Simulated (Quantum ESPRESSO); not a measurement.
**Ti under changes of volume**

One of the cells (17.636 Å³/atom); the others are scaled copies at fixed shape and fractional positions:

```
Ti
1.0
     2.95000    0.00000    0.00000
    -1.47500    2.55477    0.00000
     0.00000    0.00000    4.68000
Ti
2
Cartesian
  1.4750 0.8516 3.5100
  0.0000 1.7032 1.1700
```

* Program: Quantum ESPRESSO 7.5
* Functional: r2SCAN
* Potentials or basis: SG15 PBE 1.2
* Cutoff: 952 eV
* Density cutoff: 3810 eV
* k mesh: 6 × 6 × 4
* Occupations: fermi-dirac, width 0.05 eV
* Spin: no spin polarisation

```tsv
volume (Å³/atom)	energy over the lowest point (meV/atom)	pressure (GPa)
16.577	14.23	6.0
16.930	4.16	3.2
17.283	0.00	0.6
17.636	?	?
17.988	7.53	-4.0
18.341	18.37	-5.9
18.694	33.40	-7.8
```

Task: What does the run at 17.636 Å³/atom give?

Result: Energy over the lowest point 1.27 meV/atom; pressure -1.8 GPa.

Worked out: A Birch-Murnaghan fit of order 3 (a polynomial in V^(-2/3)) to the other rows has its minimum at 17.37 Å³/atom with B0 = V·E''(V) = 119 GPa and B' = 3.2 at fixed shape and positions, which overstates the stiffness. It gives 1.29 meV/atom at 17.636 Å³/atom, against the run's 1.27, and -dE/dV = -1.7 GPa, against -1.8.

Energies are extrapolated to zero smearing.

Caveats: all runs use coarse meshes; the potentials were made for another functional, which shifts forces and pressure.
